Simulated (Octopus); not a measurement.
The system is TiAl.

```xyz
2
Lattice="3.1791 0.0000 0.0000 0.0000 3.1791 0.0000 0.0000 0.0000 3.1791" Properties=species:S:1:pos:R:3 pbc="T T T"
Ti    0.0000    0.0000    0.0000
Al    1.5895    1.5895    1.5895
```

The cell comes from a database or a generator and needn't be the stable form of this composition.

```yaml
Program: Octopus 16.4
Task: single point
Functional: PBEsol
Potentials_or_basis: pseudodojo_pbesol (PseudoDojo 0.4, PBEsol)
Grid_spacing: 0.118 Å
k_mesh: 8 × 8 × 8
Occupations: fermi-dirac, width 0.05 eV
Spin: no spin polarisation
```

On this cell: largest force zero by symmetry; band gap on the k mesh none (metal or under the smearing width).

The same run follows on a disturbed copy (atoms moved at random, drawn with an rms of 0.05 Å):

```xyz
2
Lattice="3.1791 0.0000 0.0000 0.0000 3.1791 0.0000 0.0000 0.0000 3.1791" Properties=species:S:1:pos:R:3 pbc="T T T"
Ti   -0.0036    0.0241    0.0054
Al    1.6191    1.6101    1.5915
```

Problem. What does the disturbed cell give?

Solution. The energy (extrapolated to zero smearing) moves by +1.9 meV/atom; largest force 0.209 eV/Å; band gap on the k mesh none (metal or under the smearing width).

Forces on the atoms (eV/Å):
```
Ti   0.207 -0.022 -0.021
Al  -0.207  0.022  0.021
```
